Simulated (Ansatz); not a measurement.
# Hf (sc type): how the settings move a single-point run

Aim: see which settings change the result for Hf (sc type), by how much, and at what cost.

Computed with Ansatz 0.2.0 (reference: DFT, PBEsol, PAW with Ansatz's default frozen-core files, scalar-relativistic, unless a step's input says otherwise).

2 further runs of the same task are left out: 1 that didn't finish, 1 set aside as unsound or not needed. Runs told in other sessions of the task aren't counted.

### 1 The system as given

It takes space group Pm-3m (No. 221, cubic). Conventional cell: a = 2.520 Å, b = 2.520 Å, c = 2.520 Å, α = 90.00°, β = 90.00°, γ = 90.00°. Hf (site symmetry m-3m) is surrounded by 6 Hf at 2.52 Å.

Coordinates:

```xyz
1
Lattice="2.5201 0.0000 0.0000 0.0000 2.5201 0.0000 0.0000 0.0000 2.5201" Properties=species:S:1:pos:R:3 pbc="T T T"
Hf    0.0000    0.0000    0.0000
```

### 2 Reference

input.yaml

```yaml
crystal:
  lattice:
    - [2.520115383, 0.0, 0.0]
    - [0.0, 2.520115383, 0.0]
    - [0.0, 0.0, 2.520115383]
  atoms:
    - { symbol: Hf, position: [0.0, 0.0, 0.0] }
kpoints:
  mp_grid: { grid: [13, 13, 13] }
scf:
  occupations: { method: fermi_dirac, width: 0.08 }
hamiltonian:
  xc: pbesol
  pseudopotentials: { kind: paw }
output:
  forces: true
  stress: true
  eigenvalues: true
  populations: true
  write_density: true
  write_potential: true
  elf: true
  volumetric_format: npy
```

Launch:

```
ansatz run input.yaml --threads 1 --pin off --max-ram 2048MiB --backend cpu --events-out ev --progress --plain --runs-dir out
```

### 3 Variant: xc rpbe, pseudopotentials.source jth

input.yaml, as its differences from that of step 2:

```diff
@@ -12,4 +12,4 @@
 hamiltonian:
-  xc: pbesol
-  pseudopotentials: { kind: paw }
+  xc: rpbe
+  pseudopotentials: { kind: paw, source: jth }
 output:
@@ -18,6 +18 @@
   eigenvalues: true
-  populations: true
-  write_density: true
-  write_potential: true
-  elf: true
-  volumetric_format: npy
```

### 4 Changing settings: mp_grid.grid [20, 20, 20], occupations.method tetrahedron_uncorrected, eigensolver.kind davidson, width left out

input.yaml, as its differences from that of step 2:

```diff
@@ -8,5 +8,6 @@
 kpoints:
-  mp_grid: { grid: [13, 13, 13] }
+  mp_grid: { grid: [20, 20, 20] }
 scf:
-  occupations: { method: fermi_dirac, width: 0.08 }
+  occupations: { method: tetrahedron_uncorrected }
+  eigensolver: { kind: davidson }
 hamiltonian:
```

Before running it: what results should come out? Wanted: for each run, ending; energy change; pressure; gap; force.

**Answer**, as computed:

| run | ending | energy change | pressure (GPa) | gap (eV) | force (eV/Å) | cycles | time |
| --- | --- | --- | --- | --- | --- | --- | --- |
| reference | converged | 0 | 63.0 | 0.00 | 0.00 | 6 | 2.6 s |
| 1: xc rpbe, pseudopotentials.source jth | converged | not comparable | 74.7 | 0.00 | 0.00 | 5 | 3 s |
| 2: mp_grid.grid [20, 20, 20], occupations.method tetrahedron_uncorrected, eigensolver.kind davidson, width left out | converged | +20.9 meV/atom (σ→0) | 64.0 | 0.00 | 0.00 | 6 | 7.5 s |

Times don't compare one to one where runs were asked for different outputs or read a saved state (see the inputs); cycles may leave out searches for a lower state.

Residual by cycle in the longest SCF loop of each run; runs are numbered as in the table. The quantity is the density residual dr2, in eV.

```
cycle  reference   run 1    run 2
    1     0.0166  0.0416   0.0204
    2    0.00749  0.0167  0.00919
    3    0.00113  5.7e-5  0.00112
    4     7.4e-6  3.2e-6   1.2e-5
    5     3.2e-7  4.4e-8   3.9e-7
    6     1.5e-9       -   7.7e-9
```

**Reading.** «mp_grid.grid [20, 20, 20], occupations.method tetrahedron_uncorrected, eigensolver.kind davidson, width left out» moves the energy by +20.9 meV/atom. The pressure spans 63.0 to 74.7 GPa over the reference and the converged variants. The structure is not at rest: the sound run finds 63 GPa, so these are no properties of the relaxed crystal. 
